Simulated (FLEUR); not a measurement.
Runs of FLEUR MaX-R8.1 (later development tree) on Co. Symmetry: P-3m1, No. 164, trigonal system. The conventional cell has a = 2.487 Å, b = 2.487 Å, c = 4.063 Å, α = 90.00°, β = 90.00°, γ = 120.00°. Co (site symmetry 3m) is surrounded by 12 Co at 2.42 to 2.55 Å.

| task | level | spin | fixed moment (μB) | k mesh | gmax | muffin-tin radii | max iterations | mixing factor | mixer | kmax | moment (μB) |
| --- | --- | --- | --- | --- | --- | --- | --- | --- | --- | --- | --- |
| single point | LDA | collinear, ferromagnetic start | 4.8 | 10 × 10 × 6 | 14.5 1/bohr | Co 2.1 bohr | 60 | 0.05 | Anderson | 4.67 1/bohr | 4.80 |
| band structure | r2SCAN | collinear, ferromagnetic start | - | 12 × 12 × 7 | 14.3 1/bohr | Co 2.12 bohr | 80 | 0.05 | Anderson | 4.62 1/bohr | 3.59 |
| single point | LDA | collinear, ferromagnetic start | 3.2 | 10 × 10 × 6 | 14.5 1/bohr | Co 2.1 bohr | 60 | 0.05 | Anderson | 4.67 1/bohr | 3.20 |
| single point | LDA | collinear, ferromagnetic start | - | 10 × 10 × 6 | 14.5 1/bohr | Co 2.1 bohr | 60 | 0.05 | Anderson | 4.67 1/bohr | (a) |
| single point | LDA | collinear, ferromagnetic start | 0.8 | 10 × 10 × 6 | 14.5 1/bohr | Co 2.1 bohr | 60 | 0.05 | Anderson | 4.67 1/bohr | 0.80 |
| single point | LDA | collinear, ferromagnetic start | 2.4 | 10 × 10 × 6 | 14.5 1/bohr | Co 2.1 bohr | 60 | 0.05 | Anderson | 4.67 1/bohr | 2.40 |
| single point | LDA | collinear, ferromagnetic start | 4.0 | 10 × 10 × 6 | 14.5 1/bohr | Co 2.1 bohr | 60 | 0.05 | Anderson | 4.67 1/bohr | 4.00 |
| single point | LDA | collinear, ferromagnetic start | 1.6 | 10 × 10 × 6 | 14.5 1/bohr | Co 2.1 bohr | 60 | 0.05 | Anderson | 4.67 1/bohr | 1.60 |

Alike in all rows: potentials or basis all-electron, FLAPW; cell as given; smearing fermi-dirac 0.05 eV.

Problem. Estimate the missing entries.

Solution. (a) 3.27.

Caveats: the total moment is fixed, so each spin has its own Fermi level (some runs); the meta-GGA is that of a development version, with a GGA for the radial functions and cores and without core tails (some runs).
